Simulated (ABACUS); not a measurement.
BN, 2 atoms in the cell. Symmetry: F-43m, No. 216, cubic system. Conventional cell: a = 3.626 Å, b = 3.626 Å, c = 3.626 Å, α = 90.00°, β = 90.00°, γ = 90.00°. N (site symmetry -43m) is surrounded by 4 B at 1.57 Å. B (site symmetry -43m) is surrounded by 4 N at 1.57 Å. The cell is a database's computed one.

```yaml
Program: ABACUS 3.10.1
Task: single point
Functional: B86bPBE
Potentials_or_basis: GBRV ultrasoft 1.5 PBE
Cutoff: 544 eV
Density_cutoff: 4354 eV
Basis: plane waves
k_mesh: 10 × 10 × 10
Occupations: fermi-dirac, width 0.05 eV
Spin: no spin polarisation
Radial_cutoff_of_the_potentials_pseudo_rcut: 10 bohr
SCF_threshold_on_the_density: 1e-08
Max_SCF_steps: 100
Eigensolver: dav
Mixing: broyden
Mixing_share: 0.7
Symmetry_key: 1
Bands: 14
```

Potentials or basis: GBRV ultrasoft 1.5 PBE, plane waves.

Run with:

```sh
$ OMP_NUM_THREADS=1 python run_abacus.py > log
```

Hardware: 4 MPI ranks on Intel(R) Xeon(R) Platinum 8259CL CPU @ 2.50GHz (Skylake/Cascade Lake) (shared host).

**Question.** Estimate the wall time of this run.

**Answer.** Wall time 3 s on 4 MPI ranks on Intel(R) Xeon(R) Platinum 8259CL CPU @ 2.50GHz (Skylake/Cascade Lake), with other jobs on the host, peak memory 0.36 GiB a rank. Counts: scf iterations 6, k points 47, bands 14, ranks 4.
